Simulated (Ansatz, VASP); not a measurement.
# One calculation of Se, two programs

```
Se
1.0
     4.50565    0.00000    0.00000
    -2.25283    3.90201    0.00000
     0.00000    0.00000    4.98928
Se
3
Cartesian
  0.9774 0.0000 1.6631
  -0.4887 0.8465 3.3262
  1.7641 3.0555 0.0000
```

Alike in both runs: functional r2SCAN; k mesh 9 × 9 × 6; occupations gaussian, width 0.02 eV; no spin polarisation.

Ansatz relaxed the structure, and its values are those at the end. VASP's run is a single point on that final structure, the one shown.

```csv
,VASP,Ansatz
version,VASP 6.6.1,Ansatz 0.2.0
potentials or method,"VASP PAW PBE potentials, release 64 (Se)","scalar-relativistic, plane waves, PAW"
plane-wave cutoff (eV),520,500
valence electrons in the cell,18,48
```

Ansatz gave:

```
gap on the k mesh at the Fermi level (eV) : 1.35
least direct gap on the mesh (eV)         : 1.60
pressure (GPa)                            : 0.0
rms of the force components (eV/Å)        : 0.000
```

Estimate VASP's values.

gap on the k mesh at the Fermi level (eV): 1.33; least direct gap on the mesh (eV): 1.58; pressure (GPa): 0.0; rms of the force components (eV/Å): 0.011.

The two sets of potentials don't hold the same shells in valence.

Caveats: the PAW data sets were made with another functional, which shifts forces and pressure a little (VASP); an odd mesh through Γ misses points on the zone boundary, where band edges often lie. r2SCAN opens gaps a little over a GGA but as a rule still falls short of measured ones.
